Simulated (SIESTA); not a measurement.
Wanted: the native input for a SIESTA 5.4.2 run.

* Task: band structure
* Functional: vdW-DF-C09
* Potentials or basis: PseudoDojo 0.4 standard (PBE files)
* Basis: DZP (energy shift 0.003 Ry; two zetas on semicore shells)
* Grid cutoff: 800 Ry
* Energy shift: 0.003 Ry
* k mesh: 9 × 9 × 1
* Occupations: fermi-dirac, width 0.05 eV
* Spin: no spin polarisation
* dipole correction: yes

Zr, a slab with vacuum:

```xyz
5
Lattice="3.1350 0.0000 0.0000 -1.0450 2.9557 0.0000 0.0000 0.0000 25.2389" Properties=species:S:1:pos:R:3 pbc="T T T"
Zr    1.0450    1.4779    7.5000
Zr    0.0000    0.0000   10.0597
Zr    1.0450    1.4779   12.6195
Zr    0.0000    0.0000   15.1792
Zr    1.0450    1.4779   17.7389
```

The slab is cut from a database's or a generator's crystal, which needn't be the stable form of the element.

One way to write it, as run:

Zr.fdf

```
SystemName                      Zr
SystemLabel                     Zr
NumberOfSpecies                 1
NumberOfAtoms                   5
%block ChemicalSpeciesLabel
  1  40 Zr
%endblock ChemicalSpeciesLabel

LatticeConstant                 3.1350119600 Ang
%block LatticeParameters
  1.0000000000 1.0000000000 8.0506570667 90.0000000000 90.0000000000 109.4712206296
%endblock LatticeParameters
AtomicCoordinatesFormat         Fractional
%block AtomicCoordinatesAndAtomicSpecies
     0.5000000000     0.5000000000     0.2971602629  1  Zr
     0.0000000000     0.0000000000     0.3985801315  1  Zr
     0.5000000000     0.5000000000     0.5000000000  1  Zr
     0.0000000000     0.0000000000     0.6014198685  1  Zr
     0.5000000000     0.5000000000     0.7028397371  1  Zr
%endblock AtomicCoordinatesAndAtomicSpecies

%block kgrid.MonkhorstPack
    9   0   0  0.0
    0   9   0  0.0
    0   0   1  0.0
%endblock kgrid.MonkhorstPack
XC.Functional                   VDW
XC.Authors                      C09
PAO.BasisSize                   DZP
PAO.EnergyShift                 0.003 Ry
Mesh.Cutoff                     800 Ry
OccupationFunction              FD
ElectronicTemperature           0.05 eV
Slab.DipoleCorrection           vacuum
MaxSCFIterations                120
SCF.MustConverge                false
SCF.Mixer.Method                Pulay
SCF.Mixer.Weight                0.25
SCF.Mixer.History               8
SCF.DM.Tolerance                5.0e-05
SCF.H.Tolerance                 1.0e-03 eV
WriteForces                     true
Charge.Mulliken                 end
BandLinesScale                  ReciprocalLatticeVectors
%block BandLines
    1    0.000000   0.000000   0.000000  \Gamma
   12    0.375000   0.375000   0.000000  X
    7    0.000000   0.500000   0.000000  S
    2    0.000000   0.500000   0.500000  R
    7    0.375000   0.375000   0.500000  A
   12    0.000000   0.000000   0.500000  Z
    2    0.000000   0.000000   0.000000  \Gamma
   11   -0.500000   0.500000   0.000000  Y
    4   -0.375000   0.625000   0.000000  X1
    2   -0.375000   0.625000   0.500000  A1
    4   -0.500000   0.500000   0.500000  T
    2   -0.500000   0.500000   0.000000  Y
    1    0.000000   0.000000   0.500000  Z
   11   -0.500000   0.500000   0.500000  T
%endblock BandLines
%block PAO.Basis
  Zr 5
  n=4 0 2
    3.504 0.000
  n=5 0 2
    9.095 0.000
  n=4 1 2
    4.065 0.000
  n=5 1 1
    9.095
  n=4 2 2
    7.312 0.000
%endblock PAO.Basis
```

Potentials or basis: PseudoDojo 0.4 standard (PBE files), DZP (energy shift 0.003 Ry; two zetas on semicore shells).

Run with:

```console
$ siesta Zr.fdf > Zr.out 2>&1
```

Results of the run:

- Largest force: 0.762 eV/Å
- Band gap on the k mesh: none (metal or under the smearing width)

Caveat: the potentials were made for another functional, which shifts forces and pressure; the basis of atomic orbitals isn't converged, which shifts pressures, moduli and gaps.

Run time: 8.6 min on 1 thread of Arm Neoverse V2, with other jobs on the host, peak memory 1.1 GiB.
